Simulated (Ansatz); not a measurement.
CsBr:
```
CELL_PARAMETERS angstrom
      4.32371     0.00000     0.00000
      0.00000     4.32371     0.00000
      0.00000     0.00000     4.32371
ATOMIC_POSITIONS crystal
  Cs 0.00000 0.00000 0.00000
  Br 0.50000 0.50000 0.50000
```

Relaxed with r²SCAN. Special points in fractions of this cell's reciprocal vectors: Γ (0.000, 0.000, 0.000); X (0.000, 0.500, 0.000); M (0.500, 0.500, 0.000); R (0.500, 0.500, 0.500).

List the band energies nearest the valence-band maximum at these points for r²SCAN with spin–orbit coupling in the plane-wave PAW code Ansatz.

In eV from the valence-band maximum; about four levels below and three above (degenerate sets whole), none deeper than 8.9 eV; points with the same levels are listed once.

```tsv
k	below	above
Γ	0.00 0.00 0.00 0.00	5.02 5.02 5.26 5.26 5.26 5.26
X	-0.48 -0.48 -0.21 -0.21	6.27 6.27 7.68 7.68
M	-0.66 -0.66 -0.12 -0.12	5.67 5.67 5.94 5.94
R	-1.17 -1.17 -1.17 -1.17	8.63 8.63 8.77 8.77 8.77 8.77
```

Space group Pm-3m (CsCl type). Symmetry was held in the r²SCAN relaxation.

Potentials: the later of the program's two PAW sets.
